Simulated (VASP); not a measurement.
A calculation with VASP 6.6.1 of Cd (native input, structure from a POSCAR):

INCAR

```
SYSTEM = Cd
ALGO = Normal
EDIFF = 1E-6
ENCUT = 520
GGA = PE
ISIF = 2
ISMEAR = 0
LASPH = .True.
LCHARG = .False.
LREAL = .False.
LWAVE = .False.
NELM = 100
PREC = Accurate
SIGMA = 0.05
```

Contents of KPOINTS:

```
k-points
0
Gamma
  10 10 10
  0 0 0
```

POSCAR

```
Cd
1.0
    0.0000000000      2.2181497500      2.2181497500
    2.2181497500      0.0000000000      2.2181497500
    2.2181497500      2.2181497500      0.0000000000
Cd
1
Direct
    0.0000000000      0.0000000000      0.0000000000
```

Potentials or basis: VASP PAW PBE potentials, release 64 (Cd).

The run is started by

```console
$ cat potpaw_PBE.64/Cd/POTCAR > POTCAR
$ mpirun -np 1 vasp_std > vasp.out
```

This isn't the form of Cd at room conditions, which is hcp.

**Question.** Write the same calculation in another form: ASE script, structure typed inline.

**Answer.** As run:

run.py

```python
from ase import Atoms
from ase.calculators.vasp import Vasp
from ase.dft.bandgap import bandgap

atoms = Atoms(
    ['Cd'],
    cell=[[0.0, 2.21814975, 2.21814975], [2.21814975, 0.0, 2.21814975], [2.21814975, 2.21814975, 0.0]],
    scaled_positions=[[0.0, 0.0, 0.0]],
    pbc=True,
)
calc = Vasp(
    directory='calc',
    xc='pbe',
    pp='PBE',
    setups='materialsproject',
    prec='Accurate',
    encut=520,
    ediff=1e-06,
    ismear=0,
    sigma=0.05,
    lreal=False,
    lasph=True,
    nelm=80,
    algo='Normal',
    isif=2,
    lwave=False,
    lcharg=False,
    kpts=[10, 10, 10],
    gamma=True,
)
atoms.calc = calc

print('energy (eV):', atoms.get_potential_energy())
print('free energy (eV):', atoms.get_potential_energy(force_consistent=True))
print('forces (eV/A):')
print(atoms.get_forces())
print('stress (eV/A^3, Voigt):', atoms.get_stress())
print('Fermi level (eV):', calc.get_fermi_level())
gap, top, bottom = bandgap(calc)
print('band gap (eV):', gap, 'from (spin, k, band)', top, 'to', bottom)
```

Potentials or basis: VASP PAW PBE potentials, release 64 (Cd).

Run with:

```bash
$ python run.py
```

Both were run:

|  | native input, structure from a POSCAR | ASE script, structure typed inline |
| --- | --- | --- |
| Pressure | 2.7 GPa | 2.7 GPa |
| Band gap on the k mesh | none (metal or under the smearing width) | none (metal or under the smearing width) |

Keys that steer only the numerical path or the files written may differ.
